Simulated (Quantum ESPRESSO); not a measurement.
Crystal: Hf.

```
CELL_PARAMETERS angstrom
-1.80500 1.80500 1.80500
1.80500 -1.80500 1.80500
1.80500 1.80500 -1.80500
ATOMIC_POSITIONS crystal
Hf 0.00000 0.00000 0.00000
```

This isn't the form of Hf at room conditions, which is hcp.

Base run:

```yaml
Program: Quantum ESPRESSO 7.5
Functional: AM05
Potentials_or_basis: SG15 PBE 1.2
Cutoff: 884 eV
Density_cutoff: 3537 eV
k_mesh: 10 × 10 × 10
Occupations: fermi-dirac, width 0.05 eV
Spin: no spin polarisation
```

Its results: band gap on the k mesh none (metal or under the smearing width); pressure -8.3 GPa.

The run is repeated on the same cell with these changes: functional from AM05 to RPBE. What comes out?

Band gap on the k mesh none (metal or under the smearing width); pressure 0.2 GPa.

RPBE binds less tightly than AM05, so the same cell stands under more pressure.

Caveats: the potentials were made for another functional, which shifts forces and pressure; spin-orbit coupling is left out, which moves the levels of the heavy elements.
